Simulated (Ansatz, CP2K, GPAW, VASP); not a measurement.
One calculation of Sc, 5 ways

```
Sc
1.0
     3.30900    0.00000    0.00000
    -1.65450    2.86568    0.00000
     0.00000    0.00000    5.27330
Sc
2
Direct
  0.66667 0.33333 0.75000
  0.33333 0.66667 0.25000
```

Alike in all runs: task single point; functional PBEsol; k mesh 9 × 9 × 5; occupations gaussian, width 0.02 eV; no spin polarisation; no spin-orbit coupling. Pressure is positive in compression and, in plane waves, holds the error of the finite cutoff, which Ansatz's Pulay term estimates and takes out.

```csv
program and potentials,plane-wave cutoff (eV),notes,pressure (GPa)
"Ansatz, Ansatz PAW",420,"potentials made for PBE, which Ansatz adapts in part",-2.84
"Ansatz, all-electron LAPW, scalar-relativistic",-,-,-2.83
"GPAW, PAW data sets generated for this functional",600,-,-2.83
"VASP, PBE PAW files Sc_sv_GW, 550 eV",550,potentials made for PBE,-2.28
"CP2K, POTENTIAL_UZH Sc GTH-PBE-q11; TZVP-MOLOPT-PBE-GTH basis",-,atomic basis; potentials made for PBE,-2.86
```

The pressure spans -2.86 (CP2K, POTENTIAL_UZH Sc GTH-PBE-q11; TZVP-MOLOPT-PBE-GTH basis) to -2.28 GPa (VASP, PBE PAW files Sc_sv_GW, 550 eV), with all-electron results at -2.83. Rows in atomic bases carry the error of their basis and grid, which can be large.

The functional is the same throughout but for its coding, so the spread measures potentials, basis and numerics; runs on potential files found faulty are left out.
